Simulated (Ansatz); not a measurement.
# HfC (Fm-3m) in Ansatz: further runs

Runs on HfC. Level: PBE. Tasks: single point.

Everything below comes from runs of Ansatz 0.2.0. Logs are shortened: lines on timing, memory, paths and dates and some standing lists are left out, and cuts for length are marked.

### Step 1. The crystal as given

It takes space group Fm-3m (No. 225, cubic). Conventional cell: a = 4.650 Å, b = 4.650 Å, c = 4.650 Å, α = 90.00°, β = 90.00°, γ = 90.00°. Hf (site symmetry m-3m) is surrounded by 6 C at 2.33 Å. C (site symmetry m-3m) is surrounded by 6 Hf at 2.33 Å.

### Step 2. Single point, PBE

The input, input.yaml:

```yaml
crystal:
  lattice:
    - [0.0, 2.325, 2.325]
    - [2.325, 0.0, 2.325]
    - [2.325, 2.325, 0.0]
  atoms:
    - { symbol: Hf, position: [0.5, 0.5, 0.5] }
    - { symbol: C, position: [0.0, 0.0, 0.0] }
hamiltonian:
  xc: pbe
  pseudopotentials: { kind: paw }
kpoints:
  mp_grid: { grid: [10, 10, 10] }
scf:
  occupations: { method: gaussian, width: 0.026 }
output:
  forces: true
  stress: true
  eigenvalues: true
```

Potentials or basis: Ansatz PAW.

The run is started by

```
> ansatz run input.yaml --threads 2 --pin off --max-ram 5632MiB --backend cpu --events-out ev --progress --plain --runs-dir out
```

The log of the run:

```text
Warning: RAYON_NUM_THREADS=2 ignored (pool sized by the plan → 2); use --threads N
Engine: ansatz 0.2.0, x86_64-unknown-linux-gnu
Pseudopotentials: kind: paw
Pseudopotential: Hf, paw, valence charge 26, recommended cutoff 420 eV (normal), Hf.paw.azcp
Pseudopotential: C, paw, valence charge 4, recommended cutoff 420 eV (normal), C.paw.azcp
Functional definition: PBE
  parameter kappa = 0.804
  parameter beta = 0.06672455060314922
  exchange = pbe_x(kappa = kappa, mu = beta*pi^2/3)
  correlation = pbe_c(beta = beta)
Crystal: 2 atoms, lattice volume = 25.136 Å³
Basis set: ecut = 420 eV, 531 PW (Γ), exchange–correlation on 48×48×48 points (8 copies of the dense FFT grid, shifted against one another)
Bands: 19, of which v1, the nominal top of the filled ones, is band 15 counted from 1 (14 counted from 0)
Symmetry: 48 space group operations
Space group: Fm-3m (ITA 225), of the structure as read, at distance tolerance 2.9e-5 Å
k-points: 47 of 1000
Non-local potential: Hf, projectors of the file, l = 0: 3, l = 1: 2, l = 2: 2, l = 3: 3
Non-local potential: C, projectors of the file, l = 0: 2, l = 1: 2, l = 2: 1
PAW form: soft (Blöchl's): semilocal exchange-correlation on the pseudo side does not see the compensation charge
PAW one-centre angular grid: Hf, 590 points (default); XC on 64 Gauss nodes
PAW one-centre angular grid: C, 110 points (default); XC on 64 Gauss nodes
Initial density: superposition of atomic densities (neutral atoms: chi_scale 0, normalization atom), corrected by the library's trained network
Initial wavefunctions: pseudopotential atomic-orbital guess
Functional: x = pbe(κ = 0.804, μ = 0.2195149727645171), c = pbe(β = 0.06672455060314922)
SCF iter   1: F=—  HF=-15974.139193 eV  |F-HF|=—  |Δ(HF+E_count)|=         —  Δρ=1.58e-3  dr2=6.23e-4  ethr=1.77e-3  ⟨swp⟩=5.2  Hψ=3788  notcnv=0
preconditioner: auto → none  [insulator: Δε(μ)=0.136 eV  Ē_g=18.157 eV  σ=0.026 eV  W_gap=0.62  n_scr=14 (ndim 8)  ℏωp=39.2 eV  f_vac=0.000  D(μ)=0.66/eV (n_scr^D=0)  ε∞_Penn≈5.7]
SCF iter   2: F=—  HF=-15974.139041 eV  |F-HF|=—  |Δ(HF+E_count)|=   1.52e-4  Δρ=6.19e-4  dr2=5.23e-5  ethr=2.08e-6  ⟨swp⟩=2.3  Hψ=1967  notcnv=0  defer=1
SCF iter   3: F=—  HF=-15974.139061 eV  |F-HF|=—  |Δ(HF+E_count)|=   1.99e-5  Δρ=2.24e-4  dr2=4.24e-6  ethr=1.74e-7  ⟨swp⟩=2.1  Hψ=1653  notcnv=0  defer=1
SCF iter   4: F=—  HF=-15974.139059 eV  |F-HF|=—  |Δ(HF+E_count)|=   1.69e-6  Δρ=9.45e-5  dr2=6.39e-7  ethr=1.41e-8  ⟨swp⟩=2.1  Hψ=1602  notcnv=0  defer=1
iter 5 did not close the SCF: its close was put off for the readings that it lacked (scf_convergence_deferred on its scf_iter line)
SCF iter   5: F=-15974.139060 eV  HF=-15974.139060 eV  |F-HF|=2.73e-11  |Δ(HF+E_count)|=   6.01e-7  Δρ=1.44e-5  dr2=1.53e-8  ethr=2.13e-9  ⟨swp⟩=2.5  Hψ=1626  notcnv=0  defer=1
SCF iter   6: F=-15974.139060 eV  HF=-15974.139060 eV  |F-HF|=1.20e-9  |Δ(HF+E_count)|=   1.17e-8  Δρ=2.53e-6  dr2=6.40e-10  ethr=5.11e-11  ⟨swp⟩=3.9  Hψ=4145  notcnv=0
SCF 1 converged in 6 iterations: F = -15974.139060 eV  dr2 = 6.40e-10
SCF converged after 6 iterations
Free energy (F): -15974.139060 eV
Harris-Foulkes:  -15974.139060 eV  (|F-HF|=1.20e-9)
Internal energy: -15974.138837 eV  (E = F + TS)
E sigma→0 (E₀):  -15974.138948 eV
Entropy (-TS):   -0.000223 eV (-0.112 meV/atom)
Fermi energy:    20.166082 eV
--- Per-component energies (eV) ---
  E_band       = 111.732075
  E_kinetic    = 511.404147
  E_local      = -4987.017962  (includes V_loc(G=0)·N_el)
  E_nonlocal   = -1216.949884
  E_hartree    = 2357.518492
  E_xc         = -348.951864
  E_vxc        = -326.995039  (∫ρ·V_xc dr)
  E_paw        = -7026.701300  (= ΣΔE_a)
  E_vpaw       = 1416.254560  (= ΣTr[D̂ρ^β])
  E_aug_tail   = 0.000006  (compensation charges beyond the density's cutoff)
  E_ewald      = -5263.440471
  E_smearing   = -0.000223  (= −TS)
  E_closure    = 0.000000  (closes the sum)
  Σ components = -15974.139060   (vs F -15974.139060, Δ=0.00e0)
--- Forces (eV/Å), atoms counted from 1 ---
  atom   1  Hf     0.00000000    -0.00000000    -0.00000000
  atom   2  C     -0.00000000     0.00000000     0.00000000
  max |Σ_I F_I| component: 7.72e-29 eV/Å
--- Stress (GPa, compression-positive) ---
        0.207047       0.000000       0.000000
        0.000000       0.207047      -0.000000
       -0.000000       0.000000       0.207047
  P = ⅓ Tr σ = 0.2070 GPa (2.070 kbar)
--- Band table (eV; the first three rows and the last of 47) ---
  k-point 0: bands = ["-40.9990", "-9.4539", "-9.4539", "-9.4539", "7.7970", "9.0384", "9.0467", "9.0467", "9.0467", "9.1276", "9.1276", "9.1276", "21.1693", "21.1693", "21.1693", "21.4909", "21.4909", "21.4909", "23.4909"]
  k-point 1: bands = ["-40.9952", "-9.5226", "-9.4605", "-9.4605", "8.0377", "9.0420", "9.0525", "9.0525", "9.0538", "9.1222", "9.1222", "9.1279", "19.7774", "20.1602", "20.1602", "21.9056", "21.9056", "22.2874", "24.5981"]
  k-point 2: bands = ["-40.9851", "-9.6982", "-9.4777", "-9.4777", "8.6480", "9.0520", "9.0678", "9.0678", "9.1090", "9.1090", "9.1285", "9.1378", "17.9969", "18.9063", "18.9063", "22.6481", "22.6481", "22.8317", "26.5803"]
  k-point 46: bands = ["-40.9452", "-9.9246", "-9.8130", "-9.6974", "9.0316", "9.0710", "9.0755", "9.0755", "9.0966", "9.1027", "9.1028", "10.4234", "17.3725", "17.3752", "17.4834", "22.7835", "24.7699", "26.8479", "27.0564"]
```

Wall time 0.68 s (2 threads of Intel Xeon Platinum 8488C (Sapphire Rapids), shared host); peak memory 0.37 GiB.

Results:

```yaml
Free_energy: -15974.1391 eV
Pressure: 0.2 GPa
Band_gap_on_the_k_mesh: none (metal or under the smearing width)
```

### Step 3. Single point, PBE

Edit input.yaml of step 2 so:

```diff
@@ -14,3 +14,3 @@
 scf:
-  occupations: { method: gaussian, width: 0.026 }
+  occupations: { method: gaussian, width: 0.027 }
 output:
@@ -19 +19,5 @@
   eigenvalues: true
+  write_density: true
+  write_potential: true
+  elf: true
+  volumetric_format: npy
```

Potentials or basis: Ansatz PAW.

The run is started by

```
> ansatz run input.yaml --threads 2 --pin off --max-ram 5632MiB --backend cpu --events-out ev --progress --plain --runs-dir out
```

Run time: 0.81 s. Hardware: 2 threads of Intel Xeon Platinum 8488C (Sapphire Rapids), shared host; peak memory 0.37 GiB.

Results (log left out):

| Quantity | Value |
| --- | --- |
| Free energy | -15974.1391 eV |
| Pressure | 0.2 GPa |
| Band gap on the k mesh | none (metal or under the smearing width) |

Levels at points of the mesh, in eV from the Fermi level:
```csv
k point,band 13,band 14,band 15,band 16,band 17,band 18
"(0.00, 0.00, 0.00)",1.00,1.00,1.00,1.32,1.32,1.32
"(0.00, 0.00, -0.50)",-6.20,-3.06,-3.06,5.24,5.24,5.71
"(0.00, -0.50, -0.50)",-2.66,-1.84,-0.12,-0.12,5.24,6.67
```

The run has no spin-orbit coupling, so splittings on Hf are missing.

### Step 4. Single point, PBE

Edit input.yaml of step 3 so:

```diff
@@ -14,3 +14,3 @@
 scf:
-  occupations: { method: gaussian, width: 0.027 }
+  occupations: { method: gaussian, width: 0.028 }
 output:
@@ -19,5 +19 @@
   eigenvalues: true
-  write_density: true
-  write_potential: true
-  elf: true
-  volumetric_format: npy
```

Potentials or basis: Ansatz PAW.

The run is started by

```
> ansatz run input.yaml --threads 2 --pin off --max-ram 5632MiB --backend cpu --events-out ev --progress --plain --runs-dir out
```

The log of the run:

```text
Warning: RAYON_NUM_THREADS=2 ignored (pool sized by the plan → 2); use --threads N
[... 9 set-up lines as earlier in the session ...]
Crystal: 2 atoms, lattice volume = 25.136 Å³
Basis set: ecut = 420 eV, 531 PW (Γ), exchange–correlation on 48×48×48 points (8 copies of the dense FFT grid, shifted against one another)
Bands: 19, of which v1, the nominal top of the filled ones, is band 15 counted from 1 (14 counted from 0)
[... 2 set-up lines as earlier in the session ...]
k-points: 47 of 1000
[... 8 set-up lines as earlier in the session ...]
SCF iter   1: F=—  HF=-15974.139213 eV  |F-HF|=—  |Δ(HF+E_count)|=         —  Δρ=1.58e-3  dr2=6.23e-4  ethr=1.77e-3  ⟨swp⟩=5.2  Hψ=3778  notcnv=0
[... 13 lines left out ...]
E sigma→0 (E₀):  -15974.138957 eV
Entropy (-TS):   -0.000240 eV (-0.120 meV/atom)
Fermi energy:    20.166533 eV
--- Per-component energies (eV) ---
  E_band       = 111.732109
  E_kinetic    = 511.404149
  E_local      = -4987.017943  (includes V_loc(G=0)·N_el)
  E_nonlocal   = -1216.949836
  E_hartree    = 2357.518474
  E_xc         = -348.951865
  E_vxc        = -326.995039  (∫ρ·V_xc dr)
  E_paw        = -7026.701351  (= ΣΔE_a)
  E_vpaw       = 1416.254567  (= ΣTr[D̂ρ^β])
  E_aug_tail   = 0.000006  (compensation charges beyond the density's cutoff)
  E_ewald      = -5263.440471
  E_smearing   = -0.000240  (= −TS)
  E_closure    = -0.000000  (closes the sum)
  Σ components = -15974.139077   (vs F -15974.139077, Δ=0.00e0)
--- Forces (eV/Å), atoms counted from 1 ---
  atom   1  Hf     0.00000000    -0.00000000     0.00000000
  atom   2  C     -0.00000000     0.00000000    -0.00000000
  max |Σ_I F_I| component: 1.49e-28 eV/Å
--- Stress (GPa, compression-positive) ---
        0.207048      -0.000000       0.000000
       -0.000000       0.207048      -0.000000
        0.000000       0.000000       0.207048
  P = ⅓ Tr σ = 0.2070 GPa (2.070 kbar)
--- Band table (eV; the first three rows and the last of 47) ---
  k-point 0: bands = ["-40.9990", "-9.4539", "-9.4539", "-9.4539", "7.7970", "9.0384", "9.0467", "9.0467", "9.0467", "9.1276", "9.1276", "9.1276", "21.1693", "21.1693", "21.1693", "21.4909", "21.4909", "21.4909", "23.4909"]
  k-point 1: bands = ["-40.9952", "-9.5226", "-9.4605", "-9.4605", "8.0377", "9.0420", "9.0525", "9.0525", "9.0538", "9.1222", "9.1222", "9.1279", "19.7774", "20.1602", "20.1602", "21.9056", "21.9056", "22.2874", "24.5981"]
  k-point 2: bands = ["-40.9851", "-9.6982", "-9.4777", "-9.4777", "8.6480", "9.0520", "9.0678", "9.0678", "9.1090", "9.1090", "9.1285", "9.1378", "17.9969", "18.9063", "18.9063", "22.6481", "22.6481", "22.8317", "26.5803"]
  k-point 46: bands = ["-40.9452", "-9.9246", "-9.8130", "-9.6974", "9.0316", "9.0710", "9.0755", "9.0755", "9.0966", "9.1027", "9.1028", "10.4234", "17.3725", "17.3752", "17.4834", "22.7835", "24.7699", "26.8479", "27.0564"]
```

It took 0.65 s on 2 threads of Intel Xeon Platinum 8488C (Sapphire Rapids), shared host; peak memory 0.34 GiB.

What came out:

| Quantity | Value |
| --- | --- |
| Free energy | -15974.1391 eV |
| Pressure | 0.2 GPa |
| Band gap on the k mesh | none (metal or under the smearing width) |

### Step 5. Summary

| smearing | gap on the mesh (eV) | pressure (GPa) |
| --- | --- | --- |
| gaussian 0.026 eV | none | 0.2 |
| gaussian 0.027 eV | none | 0.2 |
| gaussian 0.028 eV | none | 0.2 |

Alike in all rows: task single point; level PBE; potentials or basis Ansatz PAW; no spin polarisation; cell as given; k mesh 10 × 10 × 10; cutoff (eV) 420.

Every run on the cell as given and a fine mesh finds a metal.

Total energies depend on the potentials used, so only differences within one code and one set of settings carry meaning.
